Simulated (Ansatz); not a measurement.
# TiAl3 (Pmm2) in Ansatz: a series of runs

One crystal, TiAl3, is run at these levels: LDA; tasks: single point, equation of state.

Program: Ansatz 0.2.0. These are calculated values, not measurements. Logs are shortened: lines on timing, memory, paths and dates and some standing lists are left out, and cuts for length are marked.

## Step 1: Starting point

The structure is orthorhombic, space group Pmm2 (No. 25). Conventional cell: a = 2.840 Å, b = 4.681 Å, c = 4.901 Å, α = 90.00°, β = 90.00°, γ = 90.00°. Around Ti (site symmetry mm2) lie 10 Al at 2.83 to 2.85 Å and 2 Ti at 2.84 Å. Al (site symmetry mm2) has 10 Al at 2.81 to 2.86 Å and 2 Ti at 2.85 Å as nearest neighbours. Al (site symmetry mm2) has 8 Al at 2.81 to 2.86 Å and 4 Ti at 2.85 Å as nearest neighbours. Around Al (site symmetry mm2) lie 4 Ti at 2.83 to 2.84 Å and 8 Al at 2.84 to 2.86 Å.

The cell comes from a database or a generator and needn't be the stable form of this composition.

## Step 2: Single point, LDA, 15.31 Å³/atom (volume scaled by 0.94)

Contents of input.yaml:

```yaml
crystal:
  lattice:
    - [2.7817081424, 0.0, 0.0]
    - [0.0, 4.5857011856, 0.0]
    - [0.0, 0.0, 4.8006987856]
  atoms:
    - { symbol: Ti, position: [0.0, 0.5, 0.165916] }
    - { symbol: Al, position: [0.0, 0.0, 0.8359] }
    - { symbol: Al, position: [0.5, 0.0, 0.330912] }
    - { symbol: Al, position: [0.5, 0.5, 0.667271] }
kpoints:
  mp_grid: { grid: [9, 6, 6] }
scf:
  occupations: { method: fermi_dirac, width: 0.05 }
hamiltonian:
  xc: lda
  pseudopotentials: { kind: all_electron, lapw: { basis_error: 0.002 } }
output:
  forces: true
  stress: true
  eigenvalues: true
```

Potentials or basis: all-electron LAPW, scalar-relativistic.

Command:

```bash
ansatz run input.yaml --threads 2 --pin off --max-ram 8192MiB --backend cpu --events-out ev --progress --plain --runs-dir out
```

The log of the run:

```text
Warning: RAYON_NUM_THREADS=2 ignored (pool sized by the plan → 2); use --threads N
LAPW: plane waves up to 7.624 Å⁻¹, error target 2.0e-3 eV per atom; small_component_spin mean_spin; Al in spheres of 1.377 Å, 11 of its electrons in bands, Dirac shells []; Ti in spheres of 1.391 Å, 12 of its electrons in bands, Dirac shells [] (how accurate: hamiltonian.pseudopotentials.lapw.basis_error, Limitations)
Engine: ansatz 0.2.0, aarch64-unknown-linux-gnu
Pseudopotentials: kind: all_electron
Pseudopotential: Ti, LAPW, valence charge 12, lapw/all_electron/scalar/gaussian/Ti, Koelling and Harmon's equation, gaussian nucleus
Pseudopotential: Al, LAPW, valence charge 11, lapw/all_electron/scalar/gaussian/Al, Koelling and Harmon's equation, gaussian nucleus
Functional definition: SPW92
  exchange = slater_x
  correlation = pw_c
Crystal: 4 atoms, lattice volume = 61.238 Å³
Basis set: ecut = 221.47382764229005 eV, 467 PW (Γ), exchange–correlation at level 2
Bands: 27, of which v1, the nominal top of the filled ones, is band 23 counted from 1 (22 counted from 0)
Symmetry: 4 space group operations
Space group: Pmm2 (ITA 25), of the structure as read, at distance tolerance 3.9e-5 Å
k-points: 80 of 324 (time reversal used)
Non-local potential: Ti, projectors of the file, none
Non-local potential: Al, projectors of the file, none
Initial density: superposition of atomic densities (chi_scale 0.1, normalization cell, long waves kept (reshape's long-wave potential 0.00 eV rms))
Initial wavefunctions: plane waves of lowest kinetic energy (no species holds an atomic orbital)
Functional: x = slater, c = lda
iter 1 solved again at ethr=3.84e-3 eV; its pass at ethr=1.00e-1 eV (dr2=1.73e0 eV) is discarded
SCF iter   1: F=—  HF=-42934.475819 eV  |F-HF|=—  |Δ(HF+E_count)|=         —  Δρ=2.77e-2  dr2=1.73e0  ethr=3.84e-3  ⟨swp⟩=2.0  Hψ=15139  notcnv=0
preconditioner: auto → Kerker (q_TF=auto, 2.592 Å⁻¹)  [metal: Δε(μ)=0.004 eV  Ē_g=5.433 eV  σ=0.050 eV  W_gap=0.02  n_scr=10 (ndim 8)  ℏωp=17.1 eV  f_vac=0.000  D(μ)=2.15/eV (n_scr^D=10)]
SCF iter   2: F=—  HF=-42934.125064 eV  |F-HF|=—  |Δ(HF+E_count)|=   3.51e-1  Δρ=1.38e-2  dr2=2.45e-1  ethr=3.84e-3  ⟨swp⟩=2.1  Hψ=6725  notcnv=0  defer=1
SCF iter   3: F=—  HF=-42934.091375 eV  |F-HF|=—  |Δ(HF+E_count)|=   3.37e-2  Δρ=1.50e-2  dr2=5.98e-1  ethr=5.44e-4  ⟨swp⟩=2.9  Hψ=6919  notcnv=0
iter 4 solved again at ethr=2.35e-5 eV; its pass at ethr=5.44e-4 eV (dr2=1.06e-2 eV) is discarded
SCF iter   4: F=—  HF=-42933.986804 eV  |F-HF|=—  |Δ(HF+E_count)|=   1.05e-1  Δρ=3.81e-3  dr2=1.05e-2  ethr=2.35e-5  ⟨swp⟩=2.0  Hψ=11360  notcnv=0
SCF iter   5: F=—  HF=-42933.980997 eV  |F-HF|=—  |Δ(HF+E_count)|=   5.81e-3  Δρ=1.31e-3  dr2=3.65e-3  ethr=2.34e-5  ⟨swp⟩=2.9  Hψ=6610  notcnv=0
SCF iter   6: F=—  HF=-42933.980142 eV  |F-HF|=—  |Δ(HF+E_count)|=   8.55e-4  Δρ=5.28e-4  dr2=6.10e-4  ethr=8.11e-6  ⟨swp⟩=2.0  Hψ=6401  notcnv=0
SCF iter   7: F=—  HF=-42933.980022 eV  |F-HF|=—  |Δ(HF+E_count)|=   1.21e-4  Δρ=9.47e-5  dr2=6.58e-6  ethr=1.35e-6  ⟨swp⟩=2.0  Hψ=6404  notcnv=0
SCF iter   8: F=—  HF=-42933.980021 eV  |F-HF|=—  |Δ(HF+E_count)|=   1.98e-7  Δρ=3.78e-5  dr2=1.81e-6  ethr=1.46e-8  ⟨swp⟩=2.4  Hψ=6441  notcnv=0
SCF iter   9: F=—  HF=-42933.980021 eV  |F-HF|=—  |Δ(HF+E_count)|=   2.73e-7  Δρ=1.63e-5  dr2=5.10e-7  ethr=4.01e-9  ⟨swp⟩=2.2  Hψ=6419  notcnv=0
SCF iter  10: F=-42933.980021 eV  HF=-42933.980021 eV  |F-HF|=5.50e-8  |Δ(HF+E_count)|=   1.33e-7  Δρ=4.64e-6  dr2=4.02e-8  ethr=1.13e-9  ⟨swp⟩=2.0  Hψ=6402  notcnv=0
SCF 1 converged in 10 iterations: F = -42933.980021 eV  dr2 = 4.02e-8
SCF converged after 10 iterations
Free energy (F): -42933.980021 eV
Harris-Foulkes:  -42933.980021 eV  (|F-HF|=5.50e-8)
Internal energy: -42933.958946 eV  (E = F + TS)
E sigma→0 (E₀):  -42933.969484 eV
Entropy (-TS):   -0.021075 eV (-5.269 meV/atom)
Fermi energy:    11.458138 eV
--- Per-component energies (eV) ---
  E_band       = -1601.386017
  E_kinetic    = 43166.043772
  E_xc         = -2545.771086
  E_electrostatic = -83554.231632  (all electrons and nuclei)
  E_smearing   = -0.021075  (= −TS)
  E_closure    = 0.000000  (closes the sum)
  E_atoms      = -42912.913002  (free atoms, spherical and without spin; not in F)
  Σ components = -42933.980021   (vs F -42933.980021, Δ=0.00e0)
  Basis errors (estimates in eV, not in F): energy 1.4e-4 per atom: plane waves 5.9e-5 (4.5e-5 summed), levels above the bands 3.2e-27, relativity 1.3e-9, radial functions 8.1e-5, core shells 8.1e-8; eigenvalues (radial functions only) 2.4e-6; not estimated: angular momenta, meshes, grids; target (lapw.basis_error) 2.0e-3; muffin-tin radii Al 1.377 Å, Ti 1.391 Å
--- Forces (eV/Å), atoms counted from 1 ---
  atom   1  Ti     0.00000000     0.00000000    -0.02864415
  atom   2  Al     0.00000000     0.00000000     0.06280227
  atom   3  Al     0.00000000     0.00000000     0.00106534
  atom   4  Al     0.00000000     0.00000000    -0.03521767
  max |Σ_I F_I| component: 5.78e-6 eV/Å
--- Stress (GPa, compression-positive) ---
       -1.203112       0.000000       0.000000
        0.000000       2.269487       0.000000
        0.000000       0.000000       2.274678
  P = ⅓ Tr σ = 1.1137 GPa (11.137 kbar)
--- Band table (eV; the first three rows and the last of 80) ---
  k-point 0: bands = ["-90.7262", "-90.3924", "-90.3585", "-52.9312", "-52.9263", "-52.9178", "-52.6285", "-52.5865", "-52.5768", "-52.5643", "-52.5492", "-52.5168", "-44.2701", "-20.9300", "-20.9288", "-20.5091", "1.0285", "6.2441", "7.5921", "7.8919", "8.8208", "10.6196", "11.0590", "13.9518", "14.0294", "14.3795", "14.4271"]
  k-point 1: bands = ["-90.7262", "-90.3924", "-90.3585", "-52.9312", "-52.9262", "-52.9178", "-52.6285", "-52.5865", "-52.5770", "-52.5643", "-52.5493", "-52.5168", "-44.2700", "-20.9300", "-20.9297", "-20.5091", "1.2042", "5.3502", "7.8199", "7.8987", "9.7297", "10.5824", "10.9524", "13.6699", "13.9213", "14.0330", "14.2507"]
  k-point 2: bands = ["-90.7262", "-90.3924", "-90.3585", "-52.9312", "-52.9260", "-52.9178", "-52.6285", "-52.5865", "-52.5772", "-52.5643", "-52.5493", "-52.5168", "-44.2699", "-20.9316", "-20.9299", "-20.5092", "1.7023", "4.0368", "7.9126", "8.4034", "10.2131", "10.5083", "10.9487", "13.8628", "13.8741", "13.9832", "14.0402"]
  k-point 79: bands = ["-90.7248", "-90.3910", "-90.3570", "-52.9478", "-52.9246", "-52.9162", "-52.6274", "-52.6029", "-52.5807", "-52.5753", "-52.5484", "-52.5151", "-44.2006", "-21.0419", "-20.8675", "-20.8630", "6.9742", "7.2507", "7.2519", "8.9779", "9.0390", "9.1461", "10.3012", "11.7449", "12.5048", "13.6556", "14.0700"]
```

Wall time 27 s (2 threads of Arm Neoverse V2, shared host); peak memory 0.43 GiB.

What came out:

```
Free energy            : -42933.9800 eV
Pressure               : 1.1 GPa
Largest force          : 0.063 eV/Å
Band gap on the k mesh : none (metal or under the smearing width)
```

## Step 3: Single point, LDA, 15.64 Å³/atom (volume scaled by 0.96)

Edit input.yaml of step 2 so:

```diff
@@ -2,5 +2,5 @@
   lattice:
-    - [2.7817081424, 0.0, 0.0]
-    - [0.0, 4.5857011856, 0.0]
-    - [0.0, 0.0, 4.8006987856]
+    - [2.8012982818, 0.0, 0.0]
+    - [0.0, 4.61799592, 0.0]
+    - [0.0, 0.0, 4.8345076374]
   atoms:
```

Potentials or basis: all-electron LAPW, scalar-relativistic.

Command:

```bash
ansatz run input.yaml --threads 2 --pin off --max-ram 8192MiB --backend cpu --events-out ev --progress --plain --runs-dir out
```

It took 27 s on 2 threads of Arm Neoverse V2, shared host; peak memory 0.43 GiB.

Results (log left out):

```yaml
Free_energy: -42933.9796 eV
Pressure: -1.2 GPa
Largest_force: 0.071 eV/Å
Band_gap_on_the_k_mesh: none (metal or under the smearing width)
```

## Step 4: Single point, LDA, 15.96 Å³/atom (volume scaled by 0.98)

Edit input.yaml of step 3 so:

```diff
@@ -2,5 +2,5 @@
   lattice:
-    - [2.8012982818, 0.0, 0.0]
-    - [0.0, 4.61799592, 0.0]
-    - [0.0, 0.0, 4.8345076374]
+    - [2.8206181908, 0.0, 0.0]
+    - [0.0, 4.6498451741, 0.0]
+    - [0.0, 0.0, 4.867850123]
   atoms:
```

Command:

```bash
ansatz run input.yaml --threads 2 --pin off --max-ram 8192MiB --backend cpu --events-out ev --progress --plain --runs-dir out
```

Run time: 27 s. Hardware: 2 threads of Arm Neoverse V2, shared host; peak memory 0.43 GiB.

It converged, with:

```yaml
Free_energy: -42933.9616 eV
Pressure: -3.2 GPa
Largest_force: 0.079 eV/Å
Band_gap_on_the_k_mesh: none (metal or under the smearing width)
```

## Step 5: Single point, LDA, 16.29 Å³/atom

Edit input.yaml of step 4 so:

```diff
@@ -2,5 +2,5 @@
   lattice:
-    - [2.8206181908, 0.0, 0.0]
-    - [0.0, 4.6498451741, 0.0]
-    - [0.0, 0.0, 4.867850123]
+    - [2.839677, 0.0, 0.0]
+    - [0.0, 4.681264, 0.0]
+    - [0.0, 0.0, 4.900742]
   atoms:
```

Command:

```bash
ansatz run input.yaml --threads 2 --pin off --max-ram 8192MiB --backend cpu --events-out ev --progress --plain --runs-dir out
```

Wall time 26 s (2 threads of Arm Neoverse V2, shared host); peak memory 0.43 GiB.

It converged, with:

* Free energy: -42933.9277 eV
* Pressure: -5.1 GPa
* Largest force: 0.087 eV/Å
* Band gap on the k mesh: none (metal or under the smearing width)

## Step 6: Single point, LDA, 16.61 Å³/atom (volume scaled by 1.02)

Edit input.yaml of step 5 so:

```diff
@@ -2,5 +2,5 @@
   lattice:
-    - [2.839677, 0.0, 0.0]
-    - [0.0, 4.681264, 0.0]
-    - [0.0, 0.0, 4.900742]
+    - [2.858483356, 0.0, 0.0]
+    - [0.0, 4.7122666518, 0.0]
+    - [0.0, 0.0, 4.9331981909]
   atoms:
```

Potentials or basis: all-electron LAPW, scalar-relativistic.

Command:

```bash
ansatz run input.yaml --threads 2 --pin off --max-ram 8192MiB --backend cpu --events-out ev --progress --plain --runs-dir out
```

Wall time 26 s (2 threads of Arm Neoverse V2, shared host); peak memory 0.43 GiB.

It converged, with:

| Quantity | Value |
| --- | --- |
| Free energy | -42933.8796 eV |
| Pressure | -6.7 GPa |
| Largest force | 0.094 eV/Å |
| Band gap on the k mesh | none (metal or under the smearing width) |

## Step 7: Single point, LDA, 16.94 Å³/atom (volume scaled by 1.04)

Edit input.yaml of step 6 so:

```diff
@@ -2,5 +2,5 @@
   lattice:
-    - [2.858483356, 0.0, 0.0]
-    - [0.0, 4.7122666518, 0.0]
-    - [0.0, 0.0, 4.9331981909]
+    - [2.8770454564, 0.0, 0.0]
+    - [0.0, 4.7428666434, 0.0]
+    - [0.0, 0.0, 4.965232843]
   atoms:
```

Command:

```bash
ansatz run input.yaml --threads 2 --pin off --max-ram 8192MiB --backend cpu --events-out ev --progress --plain --runs-dir out
```

It took 26 s on 2 threads of Arm Neoverse V2, shared host; peak memory 0.42 GiB.

The run converged. Its results:

| Property | Result |
| --- | --- |
| Free energy | -42933.8188 eV |
| Pressure | -8.2 GPa |
| Largest force | 0.100 eV/Å |
| Band gap on the k mesh | none (metal or under the smearing width) |

## Step 8: Single point, LDA, 17.26 Å³/atom (volume scaled by 1.06)

Edit input.yaml of step 7 so:

```diff
@@ -2,5 +2,5 @@
   lattice:
-    - [2.8770454564, 0.0, 0.0]
-    - [0.0, 4.7428666434, 0.0]
-    - [0.0, 0.0, 4.965232843]
+    - [2.8953710807, 0.0, 0.0]
+    - [0.0, 4.7730767995, 0.0]
+    - [0.0, 0.0, 4.9968593826]
   atoms:
```

Command:

```bash
ansatz run input.yaml --threads 2 --pin off --max-ram 8192MiB --backend cpu --events-out ev --progress --plain --runs-dir out
```

Run time: 26 s. Hardware: 2 threads of Arm Neoverse V2, shared host; peak memory 0.42 GiB.

The run converged. Its results:

| Property | Result |
| --- | --- |
| Free energy | -42933.7466 eV |
| Pressure | -9.5 GPa |
| Largest force | 0.106 eV/Å |
| Band gap on the k mesh | none (metal or under the smearing width) |

## Step 9: Equation of state, LDA

Potentials or basis: all-electron LAPW, scalar-relativistic.

This step only gathers the single runs of the series.

Results:

```
Equilibrium volume                        : 15.46 Å³/atom
Bulk modulus at fixed shape and positions : 109 GPa
Pressure derivative of the bulk modulus   : 4.2
```

Energy against volume, from the lowest point:
```tsv
volume (Å³/atom)	energy (meV/atom)
15.310	0.00
15.635	0.10
15.961	4.62
16.287	13.09
16.612	25.11
16.938	40.31
17.264	58.37
```

Caveat: the cell was scaled at fixed shape and fractional positions, which overstates the stiffness of a crystal with free parameters, most of all of layers and chains.
